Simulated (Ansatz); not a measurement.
# SrO: the cost of one run

Code: Ansatz 0.2.0. PAW datasets, plane waves. The values are computed, spin-unpolarised, and not measurements.

**1. Starting point**

The unstrained cell was relaxed with r2SCAN; in each strained cell the atoms were relaxed again with r2SCAN. Names of k-points are those of the unstrained zone, where strain can split equivalent points. First state: +0.3 % strain along x alone.

Space group Cmcm (No. 63), orthorhombic; a = 3.558 Å, b = 6.144 Å, c = 6.208 Å in the conventional setting, 16.97 Å³ an atom. Sr has 6 O at 2.57 Å; O has 6 Sr at 2.57 Å.

Coordinates:

```cif
data_structure
_symmetry_space_group_name_H-M 'P 1'
_symmetry_Int_Tables_number 1
_cell_length_a 3.5585
_cell_length_b 3.5500
_cell_length_c 6.2083
_cell_angle_alpha 90.000
_cell_angle_beta 90.000
_cell_angle_gamma 120.079
_cell_volume 67.87
loop_
_atom_site_label
_atom_site_type_symbol
_atom_site_fract_x
_atom_site_fract_y
_atom_site_fract_z
_atom_site_occupancy
Sr1 Sr 0.33333 0.66667 0.25000 1
Sr2 Sr 0.66667 0.33333 0.75000 1
O1 O 0.00000 0.00000 0.00000 1
O2 O 0.00000 0.00000 0.50000 1
```

From earlier runs on the unstrained cell: PBE 3.10 eV, r2SCAN 3.54 eV, HSE06 4.53 eV; a = 3.547 Å, c = 6.208 Å.

**2. +0.3 % strain along x alone: PBE**

File input.yaml:

```yaml
crystal:
  lattice:
    - [3.5584785568, 0.0, 0.0]
    - [-1.7792392784, 3.0719027403, 0.0]
    - [0.0, 0.0, 6.208342035]
  atoms:
    - { symbol: Sr, position: [0.3333333333, 0.6666666667, 0.25] }
    - { symbol: Sr, position: [0.6666666667, 0.3333333333, 0.75] }
    - { symbol: O, position: [0.0, 0.0, 0.0] }
    - { symbol: O, position: [0.0, 0.0, 0.5] }
kpoints:
  mp_grid: { grid: [12, 12, 4] }
  band_path:
    path:
      - [0.0, 0.0, 0.0]
      - [0.5, 0.0, 0.0]
      - [0.3333333333, 0.3333333333, 0.0]
      - [0.0, 0.0, 0.5]
      - [0.5, 0.0, 0.5]
      - [0.3333333333, 0.3333333333, 0.5]
    npoints: 1
hamiltonian:
  xc: pbe
scf:
  occupations: { method: fermi_dirac, width: 0.02 }
  n_extra_bands: 5
output:
  forces: true
  stress: true
  eigenvalues: true
```

Started as:

```bash
> ansatz run input.yaml --threads 4 --pin off --max-ram 4608MiB --backend cpu --events-out ev --progress --plain --runs-dir out
```

What time and memory should one allow on 4 threads of Arm Neoverse V2, shared host?

About 2.7 s, with a peak of 0.43 GiB.
